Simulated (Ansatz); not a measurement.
Rocksalt LiF: a one-shot G0W0 calculation in Ansatz (G0W0@PBE with 66 empty bands, a screening cutoff of 150 eV and a 6×6×6 mesh). The cell was relaxed with r2SCAN and then strained, so it isn't that functional's minimum.

```yaml
crystal:
  lattice:
    - [0.0, 1.9948717375, 1.9948717375]
    - [1.9948717375, 0.0, 1.9948717375]
    - [1.9948717375, 1.9948717375, 0.0]
  atoms:
    - { symbol: Li, position: [0.0, 0.0, 0.0] }
    - { symbol: F, position: [0.5, 0.5, 0.5] }
kpoints:
  mp_grid: { grid: [6, 6, 6] }
hamiltonian:
  xc: pbe
scf:
  occupations: { method: fixed }
gw:
  n_empty_bands: 66
  ecut_chi: 150
  qp_bands: [v2, c2]
  qp_kpoints: band_edges
  screening: { model: contour_deformation }
```

Some lines of the output have been replaced by numbered gaps.
```
Functional definition: PBE
Crystal: 2 atoms, lattice volume = 15.877 Å³
Basis set: ecut = 420 eV, 331 PW (Γ)
Bands: 9, of which v1, the nominal top of the filled ones, is band 5 counted from 1 (4 counted from 0)
Symmetry: 48 space group operations
Space group: Fm-3m (ITA 225)
k-points: 16 of 216
Free energy (F): -1016.158117 eV
Fermi energy:    1.233195 eV
--- Per-component energies (eV) ---
  E_band       = -115.583090
  E_kinetic    = 231.016922
  E_local      = -632.710746
  E_nonlocal   = 40.437193
  E_hartree    = 221.372458
  E_xc         = -91.932158
  E_vxc        = -117.939439
  E_paw        = -221.872103
  E_vpaw       = -79.135882
  E_ewald      = -562.471846
--- G₀W₀: contour deformation, 5 samples at zero and on the imaginary axis and 4 off it, 216 q-points, 66 empty bands' worth ---
    ik  band        ε_KS         Σx   Σc(E_QP)       V_xc       Z   E_QP_lin       E_QP  E_QP is
     0     4      1.2332   -32.0941     5.1912   -24.2757  0.8193    -1.4445    -1.3941  root
     0     5      1.2332   -32.0941     5.1912   -24.2757  0.8193    -1.4445    -1.3941  root
     0     6     10.5811    -7.7540    -3.3915   -12.7583  0.8881    12.2045    12.1939  root
     0     7     25.5688    -3.1234    -4.6723   -10.0395  0.8598    27.8441    27.8126  root
     1     4      1.1720   -32.0292     5.1962   -24.1890  0.8192  [1]
     1     5      1.1720   -32.0292     5.1962   -24.1890  0.8192    -1.5234    -1.4720  root
     1     6     11.2927    -7.9968    -3.3901   -13.1042  0.8847    13.0224    13.0100  root
     1     7     21.0411    -3.9417    -4.1124    -9.8376  0.8682    22.8520    22.8245  root
     2     4      1.0542   -31.9193     5.2068   -24.0403  0.8189    -1.6711    -1.6181  root
     2     5      1.0542   -31.9193     5.2068   -24.0403  0.8189    -1.6711    -1.6181  root
     2     6     12.1318    -6.4136    -3.4901   -11.6218  0.8875  [2]
     2     7     18.6071    -7.0992    -4.0001   -13.1892  0.8615    20.7300    20.6971  root
     3     4      0.9983   -31.8718     5.2126   -23.9734  0.8188  [3]
     3     5      0.9983   -31.8718     5.2126   -23.9734  0.8188    -1.7415    -1.6876  root
     3     6     12.1826    -4.9854    -3.5252   -10.1267  0.8929    13.8096    13.7988  root
     3     7     18.3191    -9.2012    -4.0646   -15.6021  0.8509    20.6992    20.6554  root
     4     4      0.9661   -31.7021     5.1936   -23.8204  0.8189    -1.7762    -1.7220  root
     4     5      0.9661   -31.7021     5.1936   -23.8204  0.8189    -1.7762    -1.7220  root
     4     6     11.6913    -8.4900    -3.3732   -13.6534  0.8818    13.4954    13.4815  root
     4     7     21.9585    -2.4402    -4.0200    -7.8031  0.8686    23.3182    23.3014  root
     5     4      0.7353   -31.2894     5.1712   -23.3861  0.8190    -2.0538    -1.9968  root
     5     5      0.7749   -31.4597     5.1995   -23.5318  0.8186    -2.0103    -1.9535  root
     5     6     12.8797    -8.1515    -3.4587   -13.5213  0.8788    14.8076    14.7907  root
     5     7     18.7461    -4.8695    -3.9099   -10.5957  0.8734    20.5844    20.5625  root
     6     4      0.3882   -30.6925     5.1446   -22.7511  0.8189  [4]
     6     5      0.7851   -31.5233     5.2063   -23.5888  0.8185    -1.9997    -1.9430  root
     6     6     13.3218    -6.1637    -3.5215   -11.4729  0.8855    15.1238    15.1094  root
     6     7     17.6468    -7.6535    -3.9029   -13.7473  0.8626    19.8700    19.8378  root
     7     4      0.2545   -30.5113     5.1493   -22.5389  0.8186    -2.6321    -2.5686  root
     7     5      0.9849   -31.8308     5.2086   -23.9337  0.8188    -1.7577    -1.7037  root
     7     6     13.1627    -6.4862    -3.5236   -11.8223  0.8844    14.9901    14.9752  root
     7     7     17.5643    -6.9788    -3.8589   -12.9397  0.8670    19.6946    19.6664  root
     8     4      0.6093   -31.1015     5.1770   -23.1656  0.8187    -2.2085    -2.1496  root
     8     5      1.1805   -32.0937     5.2041   -24.2449  0.8191    -1.5156    -1.4642  root
     8     6     12.2502    -7.9645    -3.4365   -13.2351  0.8815    14.0993    14.0843  root
     8     7     18.9771    -4.4881    -3.9276   -10.2341  0.8750    20.8172    20.7953  root
  […]
```

The points are ik 0 = (0, 0, 0) (Γ), ik 1 = (0, 0, 1/6), ik 2 = (0, 0, 1/3), ik 3 = (0, 0, -1/2) (L), ik 4 = (0, 1/6, 1/6), ik 5 = (0, 1/6, 1/3), ik 6 = (0, 1/6, -1/2), ik 7 = (0, 1/6, -1/3), ik 8 = (0, 1/6, -1/6), ik 11 = (0, 1/3, -1/3), ik 12 = (0, -1/2, -1/2) (X), ik 14 = (1/6, 1/3, -1/3); band 5 is the last filled one.

Question: Fill in the blanks. They hold quasiparticle rows.

Answer:
```
[1]
     1     4      1.1720   -32.0292     5.1962   -24.1890  0.8192    -1.5234    -1.4720  root
[2]
     2     6     12.1318    -6.4136    -3.4901   -11.6218  0.8875    13.8627    13.8500  root
[3]
     3     4      0.9983   -31.8718     5.2126   -23.9734  0.8188    -1.7415    -1.6876  root
[4]
     6     4      0.3882   -30.6925     5.1446   -22.7511  0.8189    -2.4700    -2.4086  root
```
The trailing digits, and the zero of the energies, depend on the potentials and thresholds.

It took 44 s on 1 × NVIDIA H100 80GB HBM3 with 2 threads of AMD EPYC 7R13 Processor (Zen 3) (shared host); peak host memory 1.2 GiB.

The values are computed, spin-unpolarised, and not measurements.
